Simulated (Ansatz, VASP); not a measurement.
Ca in VASP and in Ansatz

```
Ca
1.0
    -2.24000    2.24000    2.24000
     2.24000   -2.24000    2.24000
     2.24000    2.24000   -2.24000
Ca
1
Direct
  0.00000 0.00000 0.00000
```

Alike in both runs: task single point; functional PBE; k mesh 8 × 8 × 8; occupations fermi-dirac, width 0.05 eV; no spin polarisation.

|  | VASP | Ansatz |
| --- | --- | --- |
| version | VASP 6.6.1 | Ansatz 0.2.0 |
| potentials or method | VASP PAW PBE potentials, release 64 (Ca_sv), cutoff 520 eV | all-electron LAPW, scalar-relativistic |

|  | VASP | Ansatz | Ansatz less VASP |
| --- | --- | --- | --- |
| gap on the k mesh at the Fermi level (eV) | none | none | - |
| pressure (GPa) | -1.0 | -1.0 | -0.02 |

A gap of «none» marks a metal or a gap that the smearing closes. Ansatz ran all-electron here, so the differences hold the error of VASP's frozen core and of both bases.
